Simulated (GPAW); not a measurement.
Crystal: CdSe (Cadmoselite).

```
Cd Se
1.0
     4.30000    0.00000    0.00000
    -2.15000    3.72391    0.00000
     0.00000    0.00000    7.02000
Cd Se
2 2
Direct
  0.66667 0.33333 0.50000
  0.33333 0.66667 0.00000
  0.66667 0.33333 0.88500
  0.33333 0.66667 0.38500
```

* Program: GPAW 26.7.0
* Task: relaxation of cell and atoms
* Functional: RPBE
* Dispersion: D4
* Potentials or basis: the program's PAW data sets (release 1.2.1) made for this functional
* Cutoff: 600 eV
* Basis: pw
* k mesh: 5 × 5 × 3
* Occupations: fermi-dirac, width 0.05 eV
* Spin: no spin polarisation

At the start: pressure 0.8 GPa; volume 28.10 Å³/atom.

**Question.** How do energy, volume and symmetry change on relaxing?

**Answer.** Over 6 steps the energy falls by 5.8 meV/atom and the volume is 28.46 Å³/atom (+1.3 %); space group P6_3mc (No. 186, to 0.05 Å).

The path:
| step | energy change (eV) | largest force (eV/Å) | pressure (GPa) | volume (Å³) |
| --- | --- | --- | --- | --- |
| 1 | 0.0000 | 0.2882 | 0.78 | 112.41 |
| 2 | -0.0066 | 0.2458 | 0.68 | 112.58 |
| 3 | -0.0229 | 0.0187 | 0.19 | 113.52 |
| 4 | -0.0230 | 0.0023 | 0.19 | 113.52 |
| 5 | -0.0232 | 0.0064 | 0.16 | 113.58 |
| 6 | -0.0234 | 0.0151 | 0.05 | 113.82 |

Final structure:
```
Cd Se
1.0
     4.32896    0.00000    0.00000
    -2.16448    3.74899    0.00000
     0.00000    0.00000    7.01355
Cd Se
2 2
Direct
  0.66667 0.33333 0.50358
  0.33333 0.66667 0.00358
  0.66667 0.33333 0.88142
  0.33333 0.66667 0.38141
```

Caveat: later steps reuse the first step's grids.
